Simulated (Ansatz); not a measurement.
# SiNi2: properties at the relaxed cell

The task here is to estimate one member of a computed series from the others.

Method: DFT r2SCAN, scalar-relativistic, plane waves, PAW, in Ansatz 0.2.0.

1 further run of the same task is left out (set aside as unsound or not needed).

**The structure to begin with**

The structure is hexagonal, space group P6_3/mmc (No. 194). The conventional cell has a = 3.870 Å, b = 3.870 Å, c = 4.927 Å, α = 90.00°, β = 90.00°, γ = 120.00°. Si (site symmetry -6m2) has 11 Ni at 2.23 to 2.55 Å as nearest neighbours. Ni (site symmetry -3m) is surrounded by 8 Ni at 2.46 to 2.55 Å and 6 Si at 2.55 Å. Ni (site symmetry -6m2) is surrounded by 5 Si at 2.23 to 2.46 Å and 6 Ni at 2.55 Å.

Structure file:

```cif
data_structure
_symmetry_space_group_name_H-M 'P6_3/mmc'
_symmetry_Int_Tables_number 194
_cell_length_a 3.8695
_cell_length_b 3.8695
_cell_length_c 4.9268
_cell_angle_alpha 90.000
_cell_angle_beta 90.000
_cell_angle_gamma 120.000
_cell_volume 63.89
loop_
_atom_site_label
_atom_site_type_symbol
_atom_site_symmetry_multiplicity
_atom_site_Wyckoff_symbol
_atom_site_fract_x
_atom_site_fract_y
_atom_site_fract_z
_atom_site_occupancy
Si1 Si 2 d 0.33333 0.66667 0.75000 1
Ni1 Ni 2 a 0.00000 0.00000 0.00000 1
Ni2 Ni 2 c 0.33333 0.66667 0.25000 1
```

This cell was relaxed beforehand with the same method: volume 10.65 Å³/atom, gap on the mesh none (metal).

The first run:

Contents of input.yaml:

```yaml
crystal:
  lattice:
    - [3.830456501, 0.0, 0.0]
    - [-1.9152282505, 3.3172726379, 0.0]
    - [0.0, 0.0, 4.8770421299]
  atoms:
    - { symbol: Si, position: [0.3333333333, 0.6666666667, 0.75] }
    - { symbol: Si, position: [0.6666666667, 0.3333333333, 0.25] }
    - { symbol: Ni, position: [0.0, 0.0, 0.0] }
    - { symbol: Ni, position: [0.0, 0.0, 0.5] }
    - { symbol: Ni, position: [0.3333333333, 0.6666666667, 0.25] }
    - { symbol: Ni, position: [0.6666666667, 0.3333333333, 0.75] }
basis:
  ecutwfc: 500
kpoints:
  mp_grid: { grid: [12, 12, 8] }
hamiltonian:
  xc: r2scan
scf:
  occupations: { method: gaussian, width: 0.1 }
output:
  forces: true
  stress: true
  eigenvalues: true
relax:
  adjacent_minimum: "off"
  f_tol: 0.01
  max_steps: 30
  cell: { stress_tol: 0.1, fix: [volume] }
```

The run is started by

```bash
$ ansatz run input.yaml --threads 1 --pin off --max-ram 2560MiB --backend cpu --events-out ev --progress --plain --runs-dir out
```

Among the steps run: Point at V/V0 = 0.97; Volume × 1.03; Volume × 0.94; Point at V/V0 = 1.06; The cell scaled to 0.91 of its volume; Volume × 1.10; Point at V/V0 = 0.88.

One table of the session follows, with a row left open; its other results are not shown here.

It belongs to the step «Equation of state». 

```
volume (Å³/atom)  energy above the lowest point (meV/atom)  pressure (GPa)
           9.370                                     137.2           38.86
           9.690                                      72.4           26.52
          10.009                                      30.2           16.13
          10.328                                       7.1            7.38
          10.648                                       0.0            0.01
          10.967                                         ?               ?
          11.287                                      24.1          -11.36
          11.713                                      62.1          -16.96
```

**Question.** Estimate the row for volume (Å³/atom) = 10.967.

Worked estimate for «energy above the lowest point (meV/atom)». A straight line through the neighbours (10.648, 0.0) and (11.287, 24.1) gives 0.0 + (24.1 − 0.0) × (10.967 − 10.648) / (11.287 − 10.648) = 12.0; a parabola fitted to 4 rows on both sides gives 6.6.

The run gave: energy above the lowest point (meV/atom): 6.4; pressure (GPa): -6.17. In «energy above the lowest point (meV/atom)» the line misses by +5.6 and the parabola by +0.2.

Limits of these values: The final runs have no spin polarisation, so no magnetic state was tried and one may lie lower.
